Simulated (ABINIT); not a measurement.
# TiTe (F-43m) in ABINIT: single point with LDA

Aim: the single point of TiTe with LDA.

Everything below comes from runs of ABINIT 10.8.3 (patched build). Logs are shortened: lines on timing, memory, paths and dates and some standing lists are left out, and cuts for length are marked. The log counts tension as positive stress, the text compression.

### 1 The cell of the first run

Symmetry: F-43m, No. 216, cubic system. The conventional cell has a = 6.793 Å, b = 6.793 Å, c = 6.793 Å, α = 90.00°, β = 90.00°, γ = 90.00°. Ti (site symmetry -43m) has 4 Te at 2.94 Å as nearest neighbours. Around Te (site symmetry -43m) lie 4 Ti at 2.94 Å.

The cell comes from a database or a generator and needn't be the stable form of this composition.

### 2 Single point, LDA (cell stretched)

File run.abi:

```
# Pseudopotentials
pp_dirpath "./"
pseudos "Ti.upf, Te.upf"

# Structure
acell 3*1.0 Angstrom
rprim
     0.0000000000     3.3966267544     3.3966267544
     3.3966267544     0.0000000000     3.3966267544
     3.3966267544     3.3966267544     0.0000000000
ntypat 2
znucl 22 52
natom 2
typat 1 2
xred
     0.0000000000     0.0000000000     0.0000000000
     0.2500000000     0.2500000000     0.2500000000
chkprim 0
chksymtnons 0
tolsym 1.0e-6

# Plane-wave basis
ecut 42.0

# k points
kptopt 1
ngkpt 5 5 5
nshiftk 1
shiftk 0.0 0.0 0.0

# Exchange and correlation
ixc 7

# Bands and occupations
nband 18
occopt 3
tsmear 0.05 eV

# SCF cycle
nstep 100
tolvrs 1.0e-10

# Output
iomode 3
prtwf 0
prtden 0
prteig 0
prtebands 0
prtvol 2
```

Potentials or basis: PseudoDojo NC SR LDA v0.4.1 standard.

Started as:

```sh
abinit run.abi > log 2>&1
```

run.abo:

```text
.Version 10.8.3 of ABINIT
 Symmetries : space group F-4 3 m (#216); Bravais cF (face-center cubic)
================================================================================
 Values of the parameters that define the memory need of the present run
     intxc =       0    ionmov =       0      iscf =       7    lmnmax =       6
     lnmax =       6     mgfft =      54  mpssoang =       3    mqgrid =    3001
     natom =       2  nloc_mem =       1    nspden =       1   nspinor =       1
    nsppol =       1      nsym =      24    n1xccc =    2501    ntypat =       2
    occopt =       3   xclevel =       1
       mpw =        6898          nfft =      157464          nkpt =          10
================================================================================
================================================================================

--------------------------------------------------------------------------------
------------- Echo of variables that govern the present computation ------------
--------------------------------------------------------------------------------
 -outvars: echo values of preprocessed input variables --------
            acell      1.8897261259E+00  1.8897261259E+00  1.8897261259E+00 Bohr
              amu      4.78800000E+01  1.27600000E+02
          chkprim           0
      chksymtnons           0
             ecut      4.20000000E+01 Hartree
              ixc           7
         kptrlatt        5    0    0      0    5    0      0    0    5
          kptrlen      4.53870228E+01
            natom           2
            nband          18
            ngfft          54      54      54
             nkpt          10
            nstep         100
             nsym          24
           ntypat           2
           occopt           3
           prtden           0
        prtebands           0
           prteig           0
           prtvol           2
            prtwf           0
            rprim      0.0000000000E+00  3.3966267544E+00  3.3966267544E+00
                       3.3966267544E+00  0.0000000000E+00  3.3966267544E+00
                       3.3966267544E+00  3.3966267544E+00  0.0000000000E+00
          spgroup         216
           tolsym      1.00000000E-06
           tolvrs      1.00000000E-10
           tsmear      1.83746611E-03 Hartree
            typat      1  2
           xangst      0.0000000000E+00  0.0000000000E+00  0.0000000000E+00
                       1.6983133772E+00  1.6983133772E+00  1.6983133772E+00
            xcart      0.0000000000E+00  0.0000000000E+00  0.0000000000E+00
                       3.2093471589E+00  3.2093471589E+00  3.2093471589E+00
             xred      0.0000000000E+00  0.0000000000E+00  0.0000000000E+00
                       2.5000000000E-01  2.5000000000E-01  2.5000000000E-01
            znucl       22.00000   52.00000

================================================================================

 chkinp: Checking input parameters for consistency.

================================================================================
== DATASET  1 ==================================================================

--- !DatasetInfo
iteration_state: {dtset: 1, }
dimensions: {natom: 2, nkpt: 10, mband: 18, nsppol: 1, nspinor: 1, nspden: 1, mpw: 6898, }
cutoff_energies: {ecut:  42.0, pawecutdg:  -1.0, }
electrons: {nelect:   2.80000000E+01, charge:   0.00000000E+00, occopt:   3.00000000E+00, tsmear:   1.83746611E-03, }
meta: {optdriver: 0, ionmov: 0, optcell: 0, iscf: 7, paral_kgb: 0, }
...

 Exchange-correlation functional for the present dataset will be:
  LDA: Perdew-Wang 92 LSD fit to Ceperley-Alder data - ixc=7
  J.P.Perdew and Y.Wang, PRB 45, 13244 (1992)

 Real(R)+Recip(G) space primitive vectors, cartesian coordinates (Bohr,Bohr^-1):
 R(1)=  0.0000000  6.4186943  6.4186943  G(1)= -0.0778975  0.0778975  0.0778975
 R(2)=  6.4186943  0.0000000  6.4186943  G(2)=  0.0778975 -0.0778975  0.0778975
 R(3)=  6.4186943  6.4186943  0.0000000  G(3)=  0.0778975  0.0778975 -0.0778975
 Unit cell volume ucvol=  5.2889575E+02 bohr^3
 Angles (23,13,12)=  6.00000000E+01  6.00000000E+01  6.00000000E+01 degrees

 getcut: wavevector=  0.0000  0.0000  0.0000  ngfft=  54  54  54
         ecut(hartree)=     42.000   => boxcut(ratio)=   2.03982

[... 106 lines left out ...]
   0.2000  0.2000  0.0000    1  1.44444E-09 kpt; spin; max resid(k); each band:
  3.59E-16 1.98E-18 1.98E-18 1.28E-18 1.09E-18 9.29E-19 7.15E-17 1.75E-16
  1.73E-16 1.13E-16 2.24E-16 1.45E-16 1.45E-16 8.48E-16 4.24E-16 7.50E-12
  1.72E-15 1.44E-09
   0.4000  0.2000  0.0000    1  4.97536E-15 kpt; spin; max resid(k); each band:
[... 8 lines left out ...]
  2.93E-16 2.00E-18 1.87E-18 1.94E-18 9.18E-19 1.12E-18 1.59E-16 1.69E-16
  1.58E-16 7.50E-17 2.32E-16 1.60E-16 1.40E-16 4.95E-16 5.29E-16 1.26E-15
  6.99E-16 9.08E-14
   0.4000  0.4000  0.0000    1  2.94688E-15 kpt; spin; max resid(k); each band:
  3.91E-16 2.04E-18 2.04E-18 2.50E-18 1.64E-18 3.14E-19 1.04E-16 2.04E-16
  2.04E-16 5.27E-17 2.35E-16 1.77E-16 1.77E-16 1.83E-15 1.64E-16 2.95E-15
  3.85E-16 3.87E-16
  -0.4000  0.4000  0.0000    1  1.87686E-15 kpt; spin; max resid(k); each band:
  3.75E-16 2.01E-18 2.11E-18 1.78E-18 1.47E-18 4.09E-19 7.86E-17 2.24E-16
  2.04E-16 4.80E-17 2.43E-16 2.04E-16 1.77E-16 1.88E-15 1.65E-15 2.89E-16
  5.34E-16 3.70E-16
  -0.4000  0.4000  0.2000    1  1.38264E-15 kpt; spin; max resid(k); each band:
  3.52E-16 2.18E-18 2.00E-18 1.82E-18 1.26E-18 5.81E-19 1.13E-16 2.21E-16
  2.00E-16 5.26E-17 2.53E-16 1.86E-16 1.85E-16 1.38E-15 6.56E-16 6.92E-16
  4.76E-16 5.49E-16
 reduced coordinates (array xred) for    2 atoms
       0.000000000000      0.000000000000      0.000000000000
       0.250000000000      0.250000000000      0.250000000000
 rms dE/dt=  8.4145E-30; max dE/dt=  1.6829E-29; dE/dt below (all hartree)
    1       0.000000000000      0.000000000000      0.000000000000
    2      -0.000000000000      0.000000000000     -0.000000000000

 cartesian coordinates (angstrom) at end:
    1      0.00000000000000     0.00000000000000     0.00000000000000
    2      1.69831337720000     1.69831337720000     1.69831337720000

 cartesian forces (hartree/bohr) at end:
    1      0.00000000000000    -0.00000000000000     0.00000000000000
    2     -0.00000000000000     0.00000000000000    -0.00000000000000
 frms,max,avg= 9.2697381E-31 1.3109389E-30   0.000E+00  0.000E+00  0.000E+00 h/b

 cartesian forces (eV/Angstrom) at end:
    1      0.00000000000000    -0.00000000000000     0.00000000000000
    2     -0.00000000000000     0.00000000000000    -0.00000000000000
 frms,max,avg= 4.7666910E-29 6.7411191E-29   0.000E+00  0.000E+00  0.000E+00 e/A
 length scales=  1.889726125908  1.889726125908  1.889726125908 bohr
              =  1.000000000000  1.000000000000  1.000000000000 angstroms
 Fermi (or HOMO) energy (hartree) =   0.11699   Average Vxc (hartree)=  -0.31477
 Eigenvalues (hartree) for nkpt=  10  k points:
 kpt#   1, nband= 18, wtk=  0.00800, kpt=  0.0000  0.0000  0.0000 (reduced coord)
  -1.98805   -1.24302   -1.24302   -1.24302   -1.24268   -1.24268   -1.12653   -1.12653
  -1.12653   -0.31299    0.01589    0.01589    0.01589    0.11991    0.11991    0.13913
   0.18952    0.18952
      occupation numbers for kpt#   1
   2.00000    2.00000    2.00000    2.00000    2.00000    2.00000    2.00000    2.00000
   2.00000    2.00000    2.00000    2.00000    2.00000    0.33915    0.33915    0.00001
   0.00000    0.00000
 kpt#   2, nband= 18, wtk=  0.06400, kpt=  0.2000  0.0000  0.0000 (reduced coord)
  -1.98805   -1.24301   -1.24301   -1.24299   -1.24268   -1.24268   -1.12660   -1.12654
  -1.12654   -0.30891   -0.00618    0.01675    0.01675    0.11883    0.11883    0.15127
   0.17944    0.18128
      occupation numbers for kpt#   2
   2.00000    2.00000    2.00000    2.00000    2.00000    2.00000    2.00000    2.00000
   2.00000    2.00000    2.00000    2.00000    2.00000    0.53711    0.53711    0.00000
   0.00000    0.00000
 kpt#   3, nband= 18, wtk=  0.06400, kpt=  0.4000  0.0000  0.0000 (reduced coord)
[... 48 lines left out ...]
  -1.98805   -1.24298   -1.24298   -1.24294   -1.24269   -1.24268   -1.12673   -1.12662
  -1.12660   -0.29658   -0.02936    0.00096    0.01612    0.10378    0.12031    0.12417
   0.13971    0.14205
      occupation numbers for kpt#   9
   2.00000    2.00000    2.00000    2.00000    2.00000    2.00000    2.00000    2.00000
   2.00000    2.00000    2.00000    2.00000    2.00000    1.99849    0.28170    0.03939
   0.00001    0.00000
 kpt#  10, nband= 18, wtk=  0.19200, kpt= -0.4000  0.4000  0.2000 (reduced coord)
  -1.98805   -1.24299   -1.24298   -1.24294   -1.24269   -1.24268   -1.12672   -1.12662
  -1.12660   -0.29750   -0.02387   -0.00368    0.01439    0.10725    0.11668    0.12743
   0.13844    0.15169
      occupation numbers for kpt#  10
   2.00000    2.00000    2.00000    2.00000    2.00000    2.00000    2.00000    2.00000
   2.00000    2.00000    2.00000    2.00000    2.00000    1.99006    1.08356    0.00681
   0.00002    0.00000
 Total charge density [el/Bohr^3]
)     Maximum=    1.5765E+00  at reduced coord.    0.2778    0.2778    0.2963
)Next maximum=    1.5765E+00  at reduced coord.    0.1481    0.2778    0.2963
)     Minimum=    1.2147E-03  at reduced coord.    0.5000    0.5000    0.5000
)Next minimum=    1.2270E-03  at reduced coord.    0.5000    0.5000    0.4815
   Integrated=    2.8000E+01

--- !EnergyTerms
iteration_state     : {dtset: 1, }
comment             : Components of total free energy in Hartree
kinetic             :  8.03799339059303E+01
hartree             :  5.14584743075626E+01
xc                  : -3.27643360302853E+01
Ewald energy        : -8.34238295245726E+01
psp_core            :  2.69990292787328E+00
local_psp           : -1.53515495400267E+02
non_local_psp       : -2.87783578881629E+01
internal            : -1.63943707701922E+02
'-kT*entropy'       : -2.29816751019130E-03
total_energy        : -1.63946005869432E+02
total_energy_eV     : -4.46119808919898E+03
band_energy         : -2.35450772335822E+01
...

 Cartesian components of stress tensor (hartree/bohr^3)
  sigma(1 1)=  3.41906526E-04  sigma(3 2)=  0.00000000E+00
  sigma(2 2)=  3.41906526E-04  sigma(3 1)=  0.00000000E+00
  sigma(3 3)=  3.41906526E-04  sigma(2 1)=  0.00000000E+00

-Cartesian components of stress tensor (GPa)         [Pressure= -1.0059E+01 GPa]
- sigma(1 1)=  1.00592373E+01  sigma(3 2)=  0.00000000E+00
- sigma(2 2)=  1.00592373E+01  sigma(3 1)=  0.00000000E+00
- sigma(3 3)=  1.00592373E+01  sigma(2 1)=  0.00000000E+00

== END DATASET(S) ==============================================================
================================================================================

 -outvars: echo values of variables after computation  --------
            acell      1.8897261259E+00  1.8897261259E+00  1.8897261259E+00 Bohr
           etotal     -1.6394600587E+02
            fcart      6.5546946979E-31 -1.3109389396E-30  6.5546946979E-31
                      -6.5546946979E-31  1.3109389396E-30 -6.5546946979E-31
            rprim      0.0000000000E+00  3.3966267544E+00  3.3966267544E+00
                       3.3966267544E+00  0.0000000000E+00  3.3966267544E+00
                       3.3966267544E+00  3.3966267544E+00  0.0000000000E+00
           strten      3.4190652554E-04  3.4190652554E-04  3.4190652554E-04
                       0.0000000000E+00  0.0000000000E+00  0.0000000000E+00
           xangst      0.0000000000E+00  0.0000000000E+00  0.0000000000E+00
                       1.6983133772E+00  1.6983133772E+00  1.6983133772E+00
             xred      0.0000000000E+00  0.0000000000E+00  0.0000000000E+00
                       2.5000000000E-01  2.5000000000E-01  2.5000000000E-01
 Calculation completed.
```

Wall time 1.7 min (1 thread of Arm Neoverse V2, shared host); peak memory 0.11 GiB.

What came out:

```yaml
Free_energy: -4461.1981 eV
Pressure: -10.1 GPa
Band_gap_on_the_k_mesh: none (metal or under the smearing width)
Valence_electrons_inside_the_program's_atomic_spheres: Ti 9.48; Te 11.96
```
